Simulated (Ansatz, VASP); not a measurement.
## One calculation of Ni, two programs

The input INCAR:

```
PREC     = Accurate       # precision mode
ENCUT    = 520            # plane-wave cutoff, eV
EDIFF    = 1E-6           # SCF threshold, eV
ISMEAR   = -1             # smearing method
SIGMA    = 0.05           # smearing width, eV
LREAL    = False          # projectors in reciprocal space
LASPH    = True           # aspherical terms in the spheres
NELM     = 150            # most SCF steps
ALGO     = Normal         # electronic algorithm
ISIF     = 2              # what is computed and relaxed
LWAVE    = False          # write WAVECAR
LCHARG   = False          # write CHGCAR
ISPIN    = 2              # spin polarisation
MAGMOM   = 1.5            # initial moments
LORBIT   = 11             # projections on sites
LMAXMIX  = 4              # l up to which the mixer works
GGA      = PE             # functional
NBANDS   = 15             # bands
```

Contents of KPOINTS:

```
regular mesh
0
Gamma
  20 20 20
```

Contents of POSCAR:

```
Ni
1.0
    0.0000000000      1.7912151680      1.7912151680
    1.7912151680      0.0000000000      1.7912151680
    1.7912151680      1.7912151680      0.0000000000
Ni
1
Direct
    0.0000000000      0.0000000000      0.0000000000
```

Input for Ansatz:

```yaml
crystal:
  lattice:
    - [0.0, 1.791215168, 1.791215168]
    - [1.791215168, 0.0, 1.791215168]
    - [1.791215168, 1.791215168, 0.0]
  atoms:
    - { symbol: Ni, position: [0.0, 0.0, 0.0], spin: 1.5 }
magnetization:
  spin_polarized: true
kpoints:
  mp_grid: { grid: [20, 20, 20] }
  band_path:
    path:
      - [0.0, 0.0, 0.0]
      - [0.5, 0.0, 0.5]
      - [0.625, 0.25, 0.625]
      - [0.375, 0.375, 0.75]
      - [0.0, 0.0, 0.0]
      - [0.5, 0.5, 0.5]
      - [0.5, 0.25, 0.75]
      - [0.5, 0.0, 0.5]
    npoints: 5
scf:
  occupations: { method: fermi_dirac, width: 0.05 }
hamiltonian:
  xc: pbe
  pseudopotentials: { kind: all_electron, lapw: { basis_error: 0.00025 } }
output:
  forces: true
  stress: true
  eigenvalues: true
```

Change from the starting cell: volume scaled by 1.04.

Alike in both runs: task single point; functional PBE; k mesh 20 × 20 × 20; occupations fermi-dirac, width 0.05 eV; collinear spin.

```csv
,VASP,Ansatz
version,VASP 6.6.1,Ansatz 0.2.0
potentials or method,"VASP PAW PBE potentials, release 64 (Ni)","all-electron LAPW, scalar-relativistic"
plane-wave cutoff (eV),520,see its input
```

```tsv
	VASP	Ansatz	Ansatz less VASP
pressure (GPa)	-9.3	-9.4	-0.16
net moment per atom (μB)	0.64	0.65	+0.011
size of the moment on the site where the two differ most (μB)	0.65	0.67	+0.020
```

Site moments also hang on the region over which each program counts them. Ansatz ran all-electron here, so the differences hold the error of VASP's frozen core and of both bases.
